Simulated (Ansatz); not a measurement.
## Yb: changing spin-orbit coupling

It takes space group Fm-3m (No. 225, cubic). The conventional cell has a = 5.486 Å, b = 5.486 Å, c = 5.486 Å, α = 90.00°, β = 90.00°, γ = 90.00°. Yb (site symmetry m-3m) has 12 Yb at 3.88 Å as nearest neighbours.

Kept alike: task band structure; functional PBEsol; k mesh 8 × 8 × 8; occupations fermi-dirac, width 0.05 eV. Program: Ansatz, Ansatz PAW, cutoff 420 eV. The mesh is that of the run's cell of 1 atom.

| spin-orbit coupling | pressure (GPa) |
| --- | --- |
| off | -3.30 |
| on | -3.85 |

Pressure is positive in compression, with a Pulay correction for the finite cutoff. For a metal such a mesh leaves the last digits unconverged. The moments vanished: the runs ended non-magnetic. All rows use potentials made for PBE.

Task: What does spin-orbit coupling change here?

Result: The pressure runs from -3.85 (on) to -3.30 GPa (off).
